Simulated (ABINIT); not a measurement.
Crystal: CdS (Greenockite).

```
Cd S
1.0
     4.15000    0.00000    0.00000
    -2.07500    3.59401    0.00000
     0.00000    0.00000    6.73700
Cd S
2 2
Direct
  0.66667 0.33333 0.50000
  0.33333 0.66667 0.00000
  0.66667 0.33333 0.87500
  0.33333 0.66667 0.37500
```

Base run:

| Property | Result |
| --- | --- |
| Program | ABINIT 10.8.3 (patched build) |
| Functional | revPBE |
| Potentials or basis | JTH PAW PBE v2.0 |
| Cutoff | 544 eV |
| k mesh | 7 × 7 × 4 |
| Occupations | fermi-dirac, width 0.05 eV |
| Spin | no spin polarisation |

Its results: band gap on the k mesh 1.31 eV, direct; largest force 0.070 eV/Å.

Problem. After a change of settings the same cell gave: band gap on the k mesh 1.67 eV, direct; largest force 0.061 eV/Å. Which change was it?
A. functional from revPBE to LDA; potentials or basis from JTH PAW PBE v2.0 to JTH PAW LDA v2.0
B. functional from revPBE to HCTH407
C. functional from revPBE to PBEsol; k mesh from 7 × 7 × 4 to 9 × 9 × 5
D. functional from revPBE to PBE; k mesh from 7 × 7 × 4 to 6 × 6 × 3

Solution. B.

Caveats: the PAW data sets were made with another functional, which shifts forces and pressure a little.
